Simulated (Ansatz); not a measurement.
# W: the cost of one run

Program: Ansatz 0.2.0. Level of theory: DFT PBE, scalar-relativistic, plane waves, PAW. These are calculated values, not measurements.

2 further runs of the same task are left out: 2 set aside as unsound or not needed.

### 1 The system as given

It takes space group Fd-3m (No. 227, cubic). The conventional cell has a = 5.470 Å, b = 5.470 Å, c = 5.470 Å, α = 90.00°, β = 90.00°, γ = 90.00°. Si (site symmetry -43m) has 4 Si at 2.37 Å as nearest neighbours.

Coordinates:

```
CELL_PARAMETERS angstrom
0.00000 2.73488 2.73488
2.73488 0.00000 2.73488
2.73488 2.73488 0.00000
ATOMIC_POSITIONS crystal
Si 0.50000 0.50000 0.50000
Si 0.75000 0.75000 0.75000
```

This cell was relaxed beforehand with the same method: volume 20.46 Å³/atom, gap on the mesh 0.62 eV.

Bulk energy on matching settings, from an earlier run: -635.8098 eV/atom.

### 2 The film's bulk on the base's lattice

The (110) plane of W is fitted to the (100) plane of Si, a strain of -0.8 % along x and +5.2 % along y; the third vector and the atoms relax.

Contents of input.yaml:

```yaml
crystal:
  lattice:
    - [5.469762429, 0.0, 0.0]
    - [-2.7348812145, 8.2046436436, 0.0]
    - [-0.9116270715, -1.3674406073, 2.1941086094]
  atoms:
    - { symbol: W, position: [0.0, 0.0, 0.0] }
    - { symbol: W, position: [0.0, 0.3333333333, 0.0] }
    - { symbol: W, position: [0.0, 0.6666666667, 0.0] }
    - { symbol: W, position: [0.5, 0.0, 0.0] }
    - { symbol: W, position: [0.5, 0.3333333333, 0.0] }
    - { symbol: W, position: [0.5, 0.6666666667, 0.0] }
basis:
  ecutwfc: 420
kpoints:
  mp_grid: { grid: [7, 5, 16] }
hamiltonian:
  xc: pbe
scf:
  occupations: { method: gaussian, width: 0.1 }
output:
  forces: true
  stress: true
  eigenvalues: true
relax:
  adjacent_minimum: "off"
  f_tol: 0.01
  max_steps: 50
  cell: { fix: [a, b, gamma], stress_tol: 0.1 }
```

Run with:

```bash
$ ansatz run input.yaml --threads 8 --pin off --max-ram 20480MiB --backend cpu --events-out ev --progress --plain --runs-dir out
```

What time and memory should one allow on 8 threads of Intel Xeon 6975P-C (Granite Rapids), shared host?

About 25 s, with a peak of 1.3 GiB.
